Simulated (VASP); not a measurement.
A run of VASP 6.6.1 is set up as follows.

File POSCAR:

```
Si
1.0
   -3.3254442900      3.3254442900      1.9223856600
    3.3254442900     -3.3254442900      1.9223856600
    3.3254442900      3.3254442900     -1.9223856600
Si
4
Direct
    0.8211989400      0.1788010600      0.0000000000
    0.1788010600      0.8211989400      0.0000000000
    0.8211989400      0.8211989400      0.6423978800
    0.1788010600      0.1788010600      0.3576021200
```

Contents of INCAR.step1:

```
SYSTEM = Si
ALGO = Normal ; EDIFF = 1E-6
ENCUT = 520 ; ISIF = 2
ISMEAR = 0 ; LASPH = .TRUE.
LCHARG = .TRUE. ; LREAL = .FALSE.
LWAVE = .FALSE. ; NBANDS = 16
NELM = 60 ; PREC = Accurate
SIGMA = 0.02
```

The input KPOINTS.step1:

```
k-points
0
G
  8 8 8
  0 0 0
```

The input INCAR.step2:

```
SYSTEM = Si
ALGO = Normal ; EDIFF = 1E-6
ENCUT = 520 ; ICHARG = 11
ISIF = 2 ; ISMEAR = 0
LASPH = .TRUE. ; LCHARG = .FALSE.
LREAL = .FALSE. ; LWAVE = .FALSE.
NBANDS = 16 ; NELM = 60
PREC = Accurate ; SIGMA = 0.05
```

KPOINTS.step2

```
path GXMGZPNZ1M,XP
15
line-mode
reciprocal
 0.0000000000  0.0000000000  0.0000000000  G
 0.0000000000  0.0000000000  0.5000000000  X

 0.0000000000  0.0000000000  0.5000000000  X
-0.5000000000  0.5000000000  0.5000000000  M

-0.5000000000  0.5000000000  0.5000000000  M
 0.0000000000  0.0000000000  0.0000000000  G

 0.0000000000  0.0000000000  0.0000000000  G
 0.3335452363  0.3335452363 -0.3335452363  Z

 0.3335452363  0.3335452363 -0.3335452363  Z
 0.2500000000  0.2500000000  0.2500000000  P

 0.2500000000  0.2500000000  0.2500000000  P
 0.0000000000  0.5000000000  0.0000000000  N

 0.0000000000  0.5000000000  0.0000000000  N
-0.3335452363  0.6664547637  0.3335452363  Z1

-0.3335452363  0.6664547637  0.3335452363  Z1
-0.5000000000  0.5000000000  0.5000000000  M

 0.0000000000  0.0000000000  0.5000000000  X
 0.2500000000  0.2500000000  0.2500000000  P
```

Potentials or basis: VASP PAW LDA potentials, release 64 (Si).

Run with:

```bash
$ cat potpaw_LDA.64/Si/POTCAR > POTCAR
$ cp INCAR.step1 INCAR
$ cp KPOINTS.step1 KPOINTS
$ mpirun -np 1 vasp_std > vasp.out
$ cp INCAR.step2 INCAR
$ cp KPOINTS.step2 KPOINTS
$ mpirun -np 1 vasp_std > vasp.out
```

Question: Predict the band gap on the k mesh.

Answer: 0.15 eV, indirect (least direct gap 0.28 eV).

Question: Estimate the band gap along the path.

Answer: 0.15 eV, indirect (least direct gap 0.28 eV).

Levels at the corners of the path, in eV from the valence-band top:
```csv
point,band 5,band 6,band 7,band 8,band 9,band 10,band 11,band 12
Γ,-3.77,-1.48,-1.48,-0.55,1.39,1.51,1.51,2.26
X,-2.84,-2.00,-1.91,-1.62,1.53,1.84,1.86,3.92
X,-2.84,-2.00,-1.91,-1.62,1.53,1.84,1.86,3.92
M,-2.93,-0.22,0.00,0.00,0.28,3.07,3.44,3.99
M,-2.93,-0.22,0.00,0.00,0.28,3.07,3.44,3.99
Γ,-3.77,-1.48,-1.48,-0.55,1.39,1.51,1.51,2.26
Γ,-3.77,-1.48,-1.48,-0.55,1.39,1.51,1.51,2.26
Z,-4.13,-3.76,-1.46,-1.46,2.25,4.36,4.36,4.42
Z,-4.13,-3.76,-1.46,-1.46,2.25,4.36,4.36,4.42
P,-3.37,-2.05,-2.05,-2.02,0.15,1.35,1.35,2.24
P,-3.37,-2.05,-2.05,-2.02,0.15,1.35,1.35,2.24
N,-4.35,-3.51,-2.38,-1.42,0.75,2.30,2.94,3.45
N,-4.35,-3.51,-2.38,-1.42,0.75,2.30,2.94,3.45
Z1,-4.13,-3.76,-1.46,-1.46,2.25,4.36,4.36,4.42
Z1,-4.13,-3.76,-1.46,-1.46,2.25,4.36,4.36,4.42
M,-2.93,-0.22,0.00,0.00,0.28,3.07,3.44,3.99
X,-2.84,-2.00,-1.91,-1.62,1.53,1.84,1.86,3.92
P,-3.37,-2.05,-2.05,-2.02,0.15,1.35,1.35,2.24
```

Caveat: the log is that of the step along the path at fixed density, whose energy, stress, charges and moments have no meaning. As with any semilocal functional, this LDA gap is likely too small.
